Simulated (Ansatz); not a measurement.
Structure relaxation of CdInS2

These are results of DFT PBE, scalar-relativistic, plane waves, PAW in Ansatz 0.2.0, not measurements.

The start is a database structure of CdInS2, space group P-3m1 (No. 164).

Input of the last, converged step (default PAW datasets):

```yaml
crystal:
  lattice:
    - [3.8694961422, 0.0, 0.0]
    - [-1.9347480711, 3.351081959, 0.0]
    - [0.0, 0.0, 6.810529]
  atoms:
    - { symbol: Cd, position: [0.0, 0.0, 0.0] }
    - { symbol: In, position: [0.0, 0.0, 0.5] }
    - { symbol: S, position: [0.66666667, 0.33333333, 0.755049] }
    - { symbol: S, position: [0.33333333, 0.66666667, 0.244951] }
basis:
  ecutwfc: 420
kpoints:
  mp_grid: { grid: [12, 12, 8] }
hamiltonian:
  xc: pbe
scf:
  occupations: { method: gaussian, width: 0.1 }
output:
  forces: true
  stress: true
  eigenvalues: true
relax:
  adjacent_minimum: "off"
  f_tol: 0.01
  max_steps: 80
  cell: { stress_tol: 0.05 }
```

Launched as:

```bash
ansatz run input.yaml --threads 1 --pin off --max-ram 2560MiB --backend cpu --events-out ev --progress --plain --runs-dir out
```

Time: 91 s on 1 thread of Arm Neoverse V1, with other jobs on the host, peak memory 0.53 GiB.

The program printed at the end:

```
SCF converged after 4 iterations
Free energy (F): -15658.004451 eV
Harris-Foulkes:  -15658.004451 eV  (|F-HF|=1.09e-11)
Internal energy: -15657.997225 eV  (E = F + TS)
E sigma→0 (E₀):  -15658.000838 eV
Entropy (-TS):   -0.007226 eV (-1.806 meV/atom)
Fermi energy:    9.427769 eV
--- Per-component energies (eV) ---
  E_band       = -493.058992
  E_kinetic    = 957.947607
  E_local      = -5172.154116  (includes V_loc(G=0)·N_el)
  E_nonlocal   = 458.796442
  E_hartree    = 2304.741790
  E_xc         = -585.532662
  E_vxc        = -494.692576  (∫ρ·V_xc dr)
  E_paw        = -9438.205533  (= ΣΔE_a)
  E_vpaw       = -852.440079  (= ΣTr[D̂ρ^β])
  E_aug_tail   = 0.000043  (compensation charges beyond the density's cutoff)
  E_ewald      = -4183.590797
  E_smearing   = -0.007226  (= −TS)
  E_closure    = 0.000000  (closes the sum)
  Σ components = -15658.004451   (vs F -15658.004451, Δ=0.00e0)
--- Forces (eV/Å), atoms counted from 1 ---
  atom   1  Cd     0.00000000     0.00000000     0.00000000
  atom   2  In     0.00000000     0.00000000     0.00000000
  atom   3  S      0.00000000     0.00000000     0.00098597
  atom   4  S      0.00000000     0.00000000    -0.00098597
  max |Σ_I F_I| component: 9.25e-18 eV/Å
--- Stress (GPa, compression-positive) ---
       -0.002141       0.000000       0.000000
        0.000000      -0.002141       0.000000
        0.000000       0.000000      -0.010731
  P = ⅓ Tr σ = -0.0050 GPa (-0.050 kbar)
--- Relaxed structure (4 steps of the walk, 4 accepted, 1 SCFs on fresh bases) ---
  F+E_penalty+E_count = -15658.00445098 eV   max|allowed force component| = 9.860e-4 eV/Å   (the final SCF, on the basis selected at the relaxed cell)
  cell:  # Å, volume = 88.4258 Å³
    - [3.871957, 0.0, 0.000000]
    - [-1.935979, 3.353213, 0.000000]
    - [0.000000, 0.000000, 6.810627]
  atoms:
    - { symbol: Cd, position: [0.000000, 0.000000, 0.000000] }
    - { symbol: In, position: [0.000000, 0.000000, 0.5] }
    - { symbol: S, position: [0.666667, 0.333333, 0.757829] }
    - { symbol: S, position: [0.333333, 0.666667, 0.242171] }
```

Total energies depend on the potentials used, so only differences within one code and one set of settings carry meaning.

The result has space group P-3m1 (No. 164). Cd is coordinated by 6 S at 2.78 Å; In has 6 S at 2.84 Å (next Cd at 3.41 Å); S has 3 Cd at 2.78 Å and 3 In at 2.84 Å.

Against the elements it lies at -0.40 eV/atom. Formation energies are uncorrected and refer to the elements' standard structures at the same level.

The k mesh leaves about 4 meV/atom of noise in metals.

Symmetry constrained the relaxation, so the result can be a saddle point.